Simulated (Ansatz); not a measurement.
# InCuS2: response to strain

Take InCuS2 in the chalcopyrite structure (space group I-42d, No. 122; a = 5.577 Å, c = 11.234 Å) as the base. Axes: x, y, z lie along a, b, c of the conventional cell.

Strains are applied to the cell and any free atomic positions relax; under biaxial strain the out-of-plane vector relaxes too.

Calculations: plane-wave PAW DFT at the PBE level (Ansatz, a first-principles code, 420 eV), no spin-orbit coupling.

Notes on the quantities. energy relative to the base: free energy F; pressure: mean of the normal stresses, compression positive.

```tsv
case	space group	energy relative to the base	pressure	shortest interatomic distance
base	I-42d (No. 122)	0 meV/atom	0.0 GPa	2.328 Å
biaxial strain −2.11 %, plane normal [001], relaxed out of plane	I-42d (No. 122)	+4.3 meV/atom	1.0 GPa	2.317 Å
biaxial strain −0.25 %, plane normal [001], relaxed out of plane	I-42d (No. 122)	+0.1 meV/atom	0.1 GPa	2.327 Å
biaxial strain +0.72 %, plane normal [001], relaxed out of plane	I-42d (No. 122)	+0.5 meV/atom	-0.3 GPa	2.333 Å
biaxial strain +4.73 %, plane normal [001], relaxed out of plane	I-42d (No. 122)	+19 meV/atom	-1.9 GPa	2.360 Å
isotropic strain +0.93 %	I-42d (No. 122)	+3.3 meV/atom	-1.7 GPa	2.354 Å
isotropic strain +1.10 %	I-42d (No. 122)	+4.6 meV/atom	-2.0 GPa	2.358 Å
isotropic strain +2.40 %	I-42d (No. 122)	+21 meV/atom	-3.9 GPa	2.394 Å
uniaxial strain ε_xx = −0.43 %	I2_12_12_1 (No. 24)	+0.1 meV/atom	0.3 GPa	2.325 Å
tensor shear ε_xz = −1.85 %	C2 (No. 5)	+3.5 meV/atom	0.0 GPa	2.323 Å
```

The mesh was chosen for an insulator and is coarse for the gapless case. Stability against distortions was not tested. The final runs are not spin-polarised.
